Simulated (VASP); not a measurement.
# SrO (Fm-3m) in VASP: a series of runs

One crystal, SrO, is run at these levels: PBE; tasks: single point.

Everything below comes from runs of VASP 6.6.1. Logs are shortened: lines on timing, memory, paths and dates and some standing lists are left out, and cuts for length are marked.

## 1. The crystal as given

The structure is cubic, space group Fm-3m (No. 225). The conventional cell has a = 5.133 Å, b = 5.133 Å, c = 5.133 Å, α = 90.00°, β = 90.00°, γ = 90.00°. Around Sr (site symmetry m-3m) lie 6 O at 2.57 Å. O (site symmetry m-3m) is surrounded by 6 Sr at 2.57 Å.

## 2. Single point, PBE

INCAR reads:

```
SYSTEM = SrO
  PREC = Low
  ENCUT = 800
  EDIFF = 1E-7
  ISMEAR = 0
  SIGMA = 0.05
  LREAL = .FALSE.
  LASPH = .TRUE.
  NELM = 100
  ALGO = Normal
  ISIF = 2
  LWAVE = .FALSE.
  LCHARG = .FALSE.
  GGA = PE
  ADDGRID = .FALSE.
```

KPOINTS reads:

```
Automatic mesh
0
G
  8 8 8
  0 0 0
```

POSCAR reads:

```
SrO
1.0
    0.0000000000      2.5663000000      2.5663000000
    2.5663000000      0.0000000000      2.5663000000
    2.5663000000      2.5663000000      0.0000000000
Sr O
1 1
Direct
    0.5000000000      0.5000000000      0.5000000000
    0.0000000000      0.0000000000      0.0000000000
```

Potentials or basis: VASP PAW PBE potentials, release 64 (Sr_sv, O_h).

Launch:

```bash
cat potpaw_PBE.64/Sr_sv/POTCAR potpaw_PBE.64/O_h/POTCAR > POTCAR
mpirun -np 1 vasp_std > vasp.out
```

OUTCAR:

```text
SYSTEM = SrO
   PREC = Low
   ENCUT = 800
   EDIFF = 1E-7
   ISMEAR = 0
   LREAL = .FALSE.
   LASPH = .TRUE.
   NELM = 100
   ISIF = 2
   GGA = PE

 Found     29 irreducible k-points:

 Following reciprocal coordinates:
            Coordinates               Weight
  0.000000  0.000000  0.000000      1.000000
  0.125000  0.000000  0.000000      8.000000
  0.250000  0.000000  0.000000      8.000000
  0.375000  0.000000  0.000000      8.000000
  0.500000  0.000000  0.000000      4.000000
  0.125000  0.125000  0.000000      6.000000
   k-points           NKPTS =     29   k-points in BZ     NKDIM =     29   number of bands    NBANDS=     12
   number of dos      NEDOS =    301   number of ions     NIONS =      2
   total plane-waves  NPLWV =  21952
   dimension x,y,z NGX =    28 NGY =   28 NGZ =   28
   dimension x,y,z NGXF=    36 NGYF=   36 NGZF=   36
   ions per type =               1   1
   NGX,Y,Z   is equivalent  to a cutoff of  12.83, 12.83, 12.83 a.u.
   NGXF,Y,Z  is equivalent  to a cutoff of  16.49, 16.49, 16.49 a.u.
 SYSTEM =  SrO
   PREC   = low       normal or accurate (medium, high low for compatibility)
   ISTART =      0    job   : 0-new  1-cont  2-samecut
   ICHARG =      2    charge: 1-file 2-atom 10-const
   ISPIN  =      1    spin polarized calculation?
   LNONCOLLINEAR =      F non collinear calculations
   LSORBIT =      F    spin-orbit coupling
   LASPH  =      T    aspherical Exc in radial PAW
   ENCUT  =  800.0 eV  58.80 Ry    7.67 a.u.   8.37  8.37  8.37*2*pi/ulx,y,z
   NELM   =    100;   NELMIN=  2; NELMDL= -5     # of ELM steps
   EDIFF  = 0.1E-06   stopping-criterion for ELM
   LREAL  =      F    real-space projection
   EDIFFG = 0.1E-05   stopping-criterion for IOM
   NSW    =      0    number of steps for IOM
   IBRION =     -1    ionic relax: 0-MD 1-quasi-New 2-CG
   NFREE  =      0    steps in history (QN), initial steepest desc. (CG)
   ISIF   =      2    stress and relaxation
   ISYM   =      2    0-nonsym 1-usesym 2-fastsym
   POTIM  = 0.5000    time-step for ionic-motion
   TEBEG  =    0.0;   TEEND  =   0.0 temperature during run
   PSTRESS=    0.0 pullay stress
   NELECT =      16.0000    total number of electrons
   NUPDOWN=      -1.0000    fix difference up-down
   EMIN   =  10.00;   EMAX   =-10.00  energy-range for DOS
   EFERMI =   0.00;   METHOD = LEGACY
   ISMEAR =     0;   SIGMA  =   0.05  broadening in eV -4-tet -1-fermi 0-gaus
   EFERMI_NEDOS =   21; number of points for ismear=-14 and -15
   IALGO  =     38    algorithm
   IMIX   =      4    mixing-type and parameters
     AMIX     =   0.40;   BMIX     =  1.00
     AMIX_MAG =   1.60;   BMIX_MAG =  1.00
  volume/ion in A,a.u.               =      16.90       114.06
  Fermi-wavevector in a.u.,A,eV,Ry     =   1.275843  2.410995 22.147245  1.627777
  Thomas-Fermi vector in A             =   2.408533
   LORBIT       =      0    0 simple, 1 ext, 2 COOP (PROOUT), +10 PAW based schemes
   GGA     = PE    functional components
   LHFCALC =     F    Hartree Fock is set to
   AEXX    =    0.0000 exact exchange contribution
   IVDW    =     0    specifies the selected vdW correction
   LEPSILON=     F    determine dielectric tensor
   LRPA    =     F    only Hartree local field effects (RPA)
 non-spin polarized calculation
 Gauss-broadening in eV      SIGMA  =   0.05
  energy-cutoff  :      800.00
  volume of cell :       33.80
 maximum number of plane-waves:      1807
   NGX = 17   NGY = 17   NGZ = 17

 number of electron      15.9999971 magnetization

 Free energy of the ion-electron system (eV)
  ---------------------------------------------------
  ext. energy  EPLUGINS =         0.00000000
  ---------------------------------------------------
  free energy    TOTEN  =       -12.04109022 eV

  energy without entropy =      -12.04109022  energy(sigma->0) =      -12.04109022

 E-fermi :   2.1848     XC(G=0): -10.0545

 val. band max:        1.9133148345   @ k =   0.0000   0.0000   0.0000
 cond. band min:       5.1800659492   @ k =   0.5000   0.5000   0.0000
 fundamental gap:      3.2667511147
 Fermi energy:         2.1847572189

 k-point     1 :       0.0000    0.0000    0.0000
  band No.  band energies     occupation
      1     -30.4522      2.00000
      2     -13.1872      2.00000
      3     -12.0846      2.00000
      4     -12.0846      2.00000
      5     -12.0846      2.00000
      6       1.9133      2.00000
      7       1.9133      2.00000
      8       1.9133      2.00000
      9       5.9392      0.00000
     10       8.1408      0.00000
     11       8.1408      0.00000
     12       8.1408      0.00000

 k-point     2 :       0.1250    0.0000    0.0000
  band No.  band energies     occupation
      1     -30.4318      2.00000
      2     -13.5529      2.00000
      3     -12.0969      2.00000
      4     -12.0969      2.00000
      5     -11.7688      2.00000
      6       1.4624      2.00000
      7       1.7162      2.00000
      8       1.7162      2.00000
      9       6.6382      0.00000
     10       7.9923      0.00000
     11       8.4483      0.00000
     12       8.4483      0.00000

 k-point     3 :       0.2500    0.0000    0.0000
  band No.  band energies     occupation
      1     -30.3821      2.00000
      2     -14.1280      2.00000
      3     -12.1263      2.00000
      4     -12.1263      2.00000
      5     -11.3151      2.00000
      6       0.6343      2.00000
      7       1.2867      2.00000
      8       1.2867      2.00000
      9       7.9239      0.00000
     10       8.1877      0.00000
     11       9.2828      0.00000
     12       9.2828      0.00000

 k-point     4 :       0.3750    0.0000    0.0000
  band No.  band energies     occupation
      1     -30.3316      2.00000
      2     -14.5586      2.00000
      3     -12.1552      2.00000
      4     -12.1552      2.00000
      5     -11.0061      2.00000
      6      -0.0210      2.00000
      7       0.9117      2.00000
      8       0.9117      2.00000
      9       8.2567      0.00000
     10       9.7131      0.00000
     11      10.3012      0.00000
     12      10.3012      0.00000

 k-point     5 :       0.5000    0.0000    0.0000
  band No.  band energies     occupation
      1     -30.3104      2.00000
      2     -14.7157      2.00000
      3     -12.1670      2.00000
      4     -12.1670      2.00000
      5     -10.8992      2.00000
      6      -0.2638      2.00000
      7       0.7689      2.00000
      8       0.7689      2.00000
      9       8.4941      0.00000
     10      10.4196      0.00000
     11      10.7964      0.00000
     12      10.7964      0.00000

 k-point     6 :       0.1250    0.1250    0.0000
  band No.  band energies     occupation
      1     -30.4251      2.00000
      2     -13.5875      2.00000
      3     -12.1402      2.00000
      4     -12.1402      2.00000
      5     -11.6950      2.00000
      6       1.1509      2.00000
      7       1.8455      2.00000
      8       1.8455      2.00000
      9       6.7032      0.00000
     10       7.4563      0.00000
     11       8.8010      0.00000
     12       8.8010      0.00000

 [... further k-points ...]
[... 5 lines left out ...]
  --------------------------------------------------------------------------------------
  -------------------------------------------------------------------------------------
  Total        0.4822241      0.4822241      0.4822241      0.0000000      0.0000000      0.0000000
  in kB       22.8563683     22.8563683     22.8563683      0.0000000      0.0000000      0.0000000
  external PRESSURE =      22.8563683 kB  Pullay stress =       0.0000000 kB

 VOLUME and BASIS-vectors are now :
 -----------------------------------------------------------------------------
  energy-cutoff  :      800.00
  volume of cell :       33.80
      direct lattice vectors                 reciprocal lattice vectors
     0.000000000  2.566300000  2.566300000    -0.194833028  0.194833028  0.194833028
     2.566300000  0.000000000  2.566300000     0.194833028 -0.194833028  0.194833028
     2.566300000  2.566300000  0.000000000     0.194833028  0.194833028 -0.194833028

 POSITION                                       TOTAL-FORCE (eV/Angst)
 -----------------------------------------------------------------------------------
      2.56630      2.56630      2.56630         0.000000      0.000000      0.000000
      0.00000      0.00000      0.00000        -0.000000     -0.000000     -0.000000
 -----------------------------------------------------------------------------------
    total drift:                               -0.000000      0.000000     -0.000000

  FREE ENERGIE OF THE ION-ELECTRON SYSTEM (eV)
  ---------------------------------------------------
  free  energy   TOTEN  =       -12.0410902241 eV

  energy  without entropy=      -12.0410902241  energy(sigma->0) =      -12.04109022
```

Wall time 23 s (1 thread of Intel Xeon Platinum 8375C at 2.90GHz (Ice Lake), shared host); peak memory 0.14 GiB.

The run converged, but some of its settings lie outside the range that counts as converged, so its numbers aren't taken as properties of the crystal.

Results:

| Quantity | Value |
| --- | --- |
| Free energy | -12.0411 eV |
| Band gap on the k mesh | 3.27 eV, indirect (least direct gap 3.35 eV) |

Caveat: the cutoff is under 1.25 times the usual one of these potentials, so pressure, stress and relaxed cells hold a basis-set (Pulay) error.

## 3. Single point, PBE

Edit INCAR of step 2 so:

```diff
@@ -1,3 +1,3 @@
 SYSTEM = SrO
-  PREC = Low
+  PREC = Normal
   ENCUT = 800
```

KPOINTS is that of step 2.

POSCAR is that of step 2.

Potentials or basis: VASP PAW PBE potentials, release 64 (Sr_sv, O_h).

Launch:

```bash
cat potpaw_PBE.64/Sr_sv/POTCAR potpaw_PBE.64/O_h/POTCAR > POTCAR
mpirun -np 1 vasp_std > vasp.out
```

OUTCAR:

```text
SYSTEM = SrO
   PREC = Normal
   ENCUT = 800
   EDIFF = 1E-7
   ISMEAR = 0
   LREAL = .FALSE.
   LASPH = .TRUE.
   NELM = 100
   ISIF = 2
   GGA = PE

 Found     29 irreducible k-points:

 Following reciprocal coordinates:
            Coordinates               Weight
  0.000000  0.000000  0.000000      1.000000
  0.125000  0.000000  0.000000      8.000000
  0.250000  0.000000  0.000000      8.000000
  0.375000  0.000000  0.000000      8.000000
  0.500000  0.000000  0.000000      4.000000
  0.125000  0.125000  0.000000      6.000000
   k-points           NKPTS =     29   k-points in BZ     NKDIM =     29   number of bands    NBANDS=     12
   number of dos      NEDOS =    301   number of ions     NIONS =      2
   total plane-waves  NPLWV =  21952
   dimension x,y,z NGX =    28 NGY =   28 NGZ =   28
   dimension x,y,z NGXF=    56 NGYF=   56 NGZF=   56
   ions per type =               1   1
   NGX,Y,Z   is equivalent  to a cutoff of  12.83, 12.83, 12.83 a.u.
   NGXF,Y,Z  is equivalent  to a cutoff of  25.65, 25.65, 25.65 a.u.
 SYSTEM =  SrO
   PREC   = normal    normal or accurate (medium, high low for compatibility)
   ISTART =      0    job   : 0-new  1-cont  2-samecut
   ICHARG =      2    charge: 1-file 2-atom 10-const
   ISPIN  =      1    spin polarized calculation?
   LNONCOLLINEAR =      F non collinear calculations
   LSORBIT =      F    spin-orbit coupling
   LASPH  =      T    aspherical Exc in radial PAW
   ENCUT  =  800.0 eV  58.80 Ry    7.67 a.u.   8.37  8.37  8.37*2*pi/ulx,y,z
   NELM   =    100;   NELMIN=  2; NELMDL= -5     # of ELM steps
   EDIFF  = 0.1E-06   stopping-criterion for ELM
   LREAL  =      F    real-space projection
   EDIFFG = 0.1E-05   stopping-criterion for IOM
   NSW    =      0    number of steps for IOM
   IBRION =     -1    ionic relax: 0-MD 1-quasi-New 2-CG
   NFREE  =      0    steps in history (QN), initial steepest desc. (CG)
   ISIF   =      2    stress and relaxation
   ISYM   =      2    0-nonsym 1-usesym 2-fastsym
   POTIM  = 0.5000    time-step for ionic-motion
   TEBEG  =    0.0;   TEEND  =   0.0 temperature during run
   PSTRESS=    0.0 pullay stress
   NELECT =      16.0000    total number of electrons
   NUPDOWN=      -1.0000    fix difference up-down
   EMIN   =  10.00;   EMAX   =-10.00  energy-range for DOS
   EFERMI =   0.00;   METHOD = LEGACY
   ISMEAR =     0;   SIGMA  =   0.05  broadening in eV -4-tet -1-fermi 0-gaus
   EFERMI_NEDOS =   21; number of points for ismear=-14 and -15
   IALGO  =     38    algorithm
   IMIX   =      4    mixing-type and parameters
     AMIX     =   0.40;   BMIX     =  1.00
     AMIX_MAG =   1.60;   BMIX_MAG =  1.00
  volume/ion in A,a.u.               =      16.90       114.06
  Fermi-wavevector in a.u.,A,eV,Ry     =   1.275843  2.410995 22.147245  1.627777
  Thomas-Fermi vector in A             =   2.408533
   LORBIT       =      0    0 simple, 1 ext, 2 COOP (PROOUT), +10 PAW based schemes
   GGA     = PE    functional components
   LHFCALC =     F    Hartree Fock is set to
   AEXX    =    0.0000 exact exchange contribution
   IVDW    =     0    specifies the selected vdW correction
   LEPSILON=     F    determine dielectric tensor
   LRPA    =     F    only Hartree local field effects (RPA)
 non-spin polarized calculation
 Gauss-broadening in eV      SIGMA  =   0.05
  energy-cutoff  :      800.00
  volume of cell :       33.80
 maximum number of plane-waves:      1807
   NGX = 17   NGY = 17   NGZ = 17

 number of electron      15.9999995 magnetization

 Free energy of the ion-electron system (eV)
  ---------------------------------------------------
  ext. energy  EPLUGINS =         0.00000000
  ---------------------------------------------------
  free energy    TOTEN  =       -12.04111203 eV

  energy without entropy =      -12.04111203  energy(sigma->0) =      -12.04111203

 E-fermi :   2.1848     XC(G=0): -10.0545

 val. band max:        1.9133086125   @ k =   0.0000   0.0000   0.0000
 cond. band min:       5.1800524317   @ k =   0.5000   0.5000   0.0000
 fundamental gap:      3.2667438193
 Fermi energy:         2.1847714105

 k-point     1 :       0.0000    0.0000    0.0000
  band No.  band energies     occupation
      1     -30.4522      2.00000
      2     -13.1872      2.00000
      3     -12.0846      2.00000
      4     -12.0846      2.00000
      5     -12.0846      2.00000
      6       1.9133      2.00000
      7       1.9133      2.00000
      8       1.9133      2.00000
      9       5.9392      0.00000
     10       8.1408      0.00000
     11       8.1408      0.00000
     12       8.1408      0.00000

 k-point     2 :       0.1250    0.0000    0.0000
  band No.  band energies     occupation
      1     -30.4318      2.00000
      2     -13.5529      2.00000
      3     -12.0969      2.00000
      4     -12.0969      2.00000
      5     -11.7688      2.00000
      6       1.4624      2.00000
      7       1.7162      2.00000
      8       1.7162      2.00000
      9       6.6382      0.00000
     10       7.9923      0.00000
     11       8.4483      0.00000
     12       8.4483      0.00000

 k-point     3 :       0.2500    0.0000    0.0000
  band No.  band energies     occupation
      1     -30.3821      2.00000
      2     -14.1280      2.00000
      3     -12.1264      2.00000
      4     -12.1264      2.00000
      5     -11.3151      2.00000
      6       0.6343      2.00000
      7       1.2867      2.00000
      8       1.2867      2.00000
      9       7.9239      0.00000
     10       8.1877      0.00000
     11       9.2828      0.00000
     12       9.2828      0.00000

 k-point     4 :       0.3750    0.0000    0.0000
  band No.  band energies     occupation
      1     -30.3316      2.00000
      2     -14.5586      2.00000
      3     -12.1552      2.00000
      4     -12.1552      2.00000
      5     -11.0061      2.00000
      6      -0.0210      2.00000
      7       0.9117      2.00000
      8       0.9117      2.00000
      9       8.2567      0.00000
     10       9.7130      0.00000
     11      10.3012      0.00000
     12      10.3012      0.00000

 k-point     5 :       0.5000    0.0000    0.0000
  band No.  band energies     occupation
      1     -30.3104      2.00000
      2     -14.7157      2.00000
      3     -12.1671      2.00000
      4     -12.1671      2.00000
      5     -10.8992      2.00000
      6      -0.2638      2.00000
      7       0.7689      2.00000
      8       0.7689      2.00000
      9       8.4941      0.00000
     10      10.4196      0.00000
     11      10.7964      0.00000
     12      10.7964      0.00000

 k-point     6 :       0.1250    0.1250    0.0000
  band No.  band energies     occupation
      1     -30.4251      2.00000
      2     -13.5875      2.00000
      3     -12.1402      2.00000
      4     -12.1402      2.00000
      5     -11.6950      2.00000
      6       1.1509      2.00000
      7       1.8455      2.00000
      8       1.8455      2.00000
      9       6.7032      0.00000
     10       7.4563      0.00000
     11       8.8010      0.00000
     12       8.8010      0.00000

 [... further k-points ...]

------------------------ aborting loop because EDIFF is reached ----------------------------------------

  FORCE on cell =-STRESS in cart. coord.  units (eV):
  Direction    XX          YY          ZZ          XY          YZ          ZX
  --------------------------------------------------------------------------------------
  -------------------------------------------------------------------------------------
  Total        0.4772609      0.4772609      0.4772609      0.0000000      0.0000000     -0.0000000
  in kB       22.6211254     22.6211254     22.6211254      0.0000000      0.0000000     -0.0000000
  external PRESSURE =      22.6211254 kB  Pullay stress =       0.0000000 kB

 VOLUME and BASIS-vectors are now :
 -----------------------------------------------------------------------------
  energy-cutoff  :      800.00
  volume of cell :       33.80
      direct lattice vectors                 reciprocal lattice vectors
     0.000000000  2.566300000  2.566300000    -0.194833028  0.194833028  0.194833028
     2.566300000  0.000000000  2.566300000     0.194833028 -0.194833028  0.194833028
     2.566300000  2.566300000  0.000000000     0.194833028  0.194833028 -0.194833028

 POSITION                                       TOTAL-FORCE (eV/Angst)
 -----------------------------------------------------------------------------------
      2.56630      2.56630      2.56630        -0.000000      0.000000     -0.000000
      0.00000      0.00000      0.00000         0.000000     -0.000000      0.000000
 -----------------------------------------------------------------------------------
    total drift:                                0.000000      0.000000      0.000000

  FREE ENERGIE OF THE ION-ELECTRON SYSTEM (eV)
  ---------------------------------------------------
  free  energy   TOTEN  =       -12.0411120302 eV

  energy  without entropy=      -12.0411120302  energy(sigma->0) =      -12.04111203
```

Run time: 25 s. Hardware: 1 thread of Intel Xeon Platinum 8375C at 2.90GHz (Ice Lake), shared host; peak memory 0.17 GiB.

The run converged, but some of its settings lie outside the range that counts as converged, so its numbers aren't taken as properties of the crystal.

What came out:

```
Free energy            : -12.0411 eV
Band gap on the k mesh : 3.27 eV, indirect (least direct gap 3.35 eV)
```

Caveat: the cutoff is under 1.25 times the usual one of these potentials, so pressure, stress and relaxed cells hold a basis-set (Pulay) error.

## 4. Single point, PBE

Edit INCAR of step 3 so:

```diff
@@ -1,3 +1,3 @@
 SYSTEM = SrO
-  PREC = Normal
+  PREC = Accurate
   ENCUT = 800
@@ -6,3 +6,3 @@
   SIGMA = 0.05
-  LREAL = .FALSE.
+  LREAL = Auto
   LASPH = .TRUE.
```

KPOINTS is that of step 3.

POSCAR is that of step 3.

Launch:

```bash
cat potpaw_PBE.64/Sr_sv/POTCAR potpaw_PBE.64/O_h/POTCAR > POTCAR
mpirun -np 1 vasp_std > vasp.out
```

Run time: 70 s. Hardware: 1 thread of Intel Xeon Platinum 8375C at 2.90GHz (Ice Lake), shared host; peak memory 0.21 GiB.

These settings aren't checked as converged: the numbers below hold their error.

Results:

| Item | Value |
| --- | --- |
| Free energy | -12.0412 eV |
| Band gap on the k mesh | 3.27 eV, indirect (least direct gap 3.35 eV) |

Caveat: the cutoff is under 1.25 times the usual one of these potentials, so pressure, stress and relaxed cells hold a basis-set (Pulay) error.
